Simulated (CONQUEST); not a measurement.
Crystal: CdO (Monteponite).

```
Cd O
1.0
     3.32269    0.00000    0.00000
     0.00000    3.32269    0.00000
     0.00000    0.00000    4.69900
Cd O
2 2
Direct
  0.00000 0.00000 0.00000
  0.50000 0.50000 0.50000
  0.00000 0.00000 0.50000
  0.50000 0.50000 0.00000
```

Program: CONQUEST 1.3. Alike in all runs: task single point; cell as given.

Question: Order these runs on this cell by their pressure, lowest first.
A. level PBE; potentials or basis PseudoDojo NC PBE, SZP, grid cutoff 150 Ha; spin off; k mesh 8 × 8 × 6; smearing fermi-dirac 0.05 eV; mesh quality not flagged
B. level PBE; potentials or basis PseudoDojo NC PBE, SZ, grid cutoff 150 Ha; spin off; k mesh 8 × 8 × 6; smearing fermi-dirac 0.05 eV; mesh quality not flagged
C. level PBE+D2; potentials or basis PseudoDojo NC PBE, DZP, grid cutoff 100 Ha; spin collinear, antiferromagnetic start; k mesh 5 × 5 × 4; smearing methfessel-paxton of order 1 0.05 eV; mesh quality coarse

Answer: C (8.5 GPa), A (13.7 GPa), B (21.4 GPa).

Caveats: some runs use coarse meshes; the basis of atomic orbitals isn't converged, which shifts pressures, moduli and gaps; the atomic basis is small (some runs); the real-space grid breaks the cell's symmetry a little (some runs); so large a pressure means that the cell lies far from this level's equilibrium, or that cutoff or potentials fall short (some runs); pairwise dispersion overbinds metals, which lowers pressure and volume (some runs).
